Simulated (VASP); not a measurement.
Shape and ions are relaxed at each volume.

Energy against volume of CoPt (L1_0). Method: PBE GGA, VASP's PBE PAW potentials (set 64) (plane waves; VASP).

```tsv
V (Å³/atom)	E (eV/atom)
12.676	-6.62029
13.080	-6.64882
13.485	-6.65770
13.889	-6.65001
14.294	-6.62851
```

**Question.** Fit a third-order Birch-Murnaghan equation of state.

**Answer.** 
```
Quantity                                        Result
---------------------------------------  -------------
volume per atom                          13.49 Å³/atom
bulk modulus                                   217 GPa
pressure derivative of the bulk modulus           4.86
```

The compound is CoPt in the L1_0 structure. It was relaxed first.
